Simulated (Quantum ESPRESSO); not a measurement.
Wanted: the native input for a Quantum ESPRESSO 7.5 run.

* Task: single point
* Functional: PBE
* Potentials or basis: SSSP 1.3 efficiency PBE
* Cutoff: 816 eV
* Density cutoff: 6531 eV
* k mesh: 5 × 5 × 5
* Occupations: fermi-dirac, width 0.05 eV
* Spin: no spin polarisation
* Mixing beta: 0.5
* Most SCF iterations: 120
* SCF threshold: 1e-09 Ry

The system is CsSnBr3.

```xyz
5
Lattice="5.8390 0.0000 0.0000 0.0000 5.8390 0.0000 0.0000 0.0000 5.8390" Properties=species:S:1:pos:R:3 pbc="T T T"
Cs    0.0000    0.0000    0.0000
Sn    2.9195    2.9195    2.9195
Br    0.0000    2.9195    2.9195
Br    2.9195    2.9195    0.0000
Br    2.9195    0.0000    2.9195
```

The cell is a database's computed one.

These files were run (other wordings do the same):

pw.in

```
&CONTROL
  calculation = 'scf'
  prefix = 'pwscf'
  outdir = './tmp'
  pseudo_dir = './pseudo'
  tprnfor = .true.
  tstress = .true.
  disk_io = 'nowf'
/
&SYSTEM
  ibrav = 0
  nat = 5
  ntyp = 3
  ecutwfc = 60
  ecutrho = 480
  nbnd = 31
  occupations = 'smearing'
  smearing = 'fd'
  degauss = 0.00367493
/
&ELECTRONS
  conv_thr = 1d-09
  electron_maxstep = 120
  mixing_beta = 0.5
/
ATOMIC_SPECIES
Cs   132.9055 Cs_pbe_v1.uspp.F.UPF
Sn   118.7100 Sn_pbe_v1.uspp.F.UPF
Br    79.9040 br_pbe_v1.4.uspp.F.UPF
CELL_PARAMETERS angstrom
   5.8390056100    0.0000000000    0.0000000000
   0.0000000000    5.8390056100    0.0000000000
   0.0000000000    0.0000000000    5.8390056100
ATOMIC_POSITIONS crystal
Cs     0.0000000000    0.0000000000    0.0000000000
Sn     0.5000000000    0.5000000000    0.5000000000
Br     0.0000000000    0.5000000000    0.5000000000
Br     0.5000000000    0.5000000000    0.0000000000
Br     0.5000000000    0.0000000000    0.5000000000
K_POINTS automatic
5 5 5 0 0 0
```

Potentials or basis: SSSP 1.3 efficiency PBE.

Launch:

```console
$ OMP_NUM_THREADS=1 mpirun -n 2 pw.x -nk 2 -in pw.in > pw.out
```

It gave:

The pressure is 0.5 GPa. The band gap on the k mesh is 1.88 eV, direct.

Caveat: spin-orbit coupling is left out, which moves the levels of the heavy elements; an odd mesh through Γ misses points on the zone boundary, where band edges often lie.

It took 61 s on 2 MPI ranks on Arm Neoverse V2, with other jobs on the host, peak memory 1.1 GiB a rank.
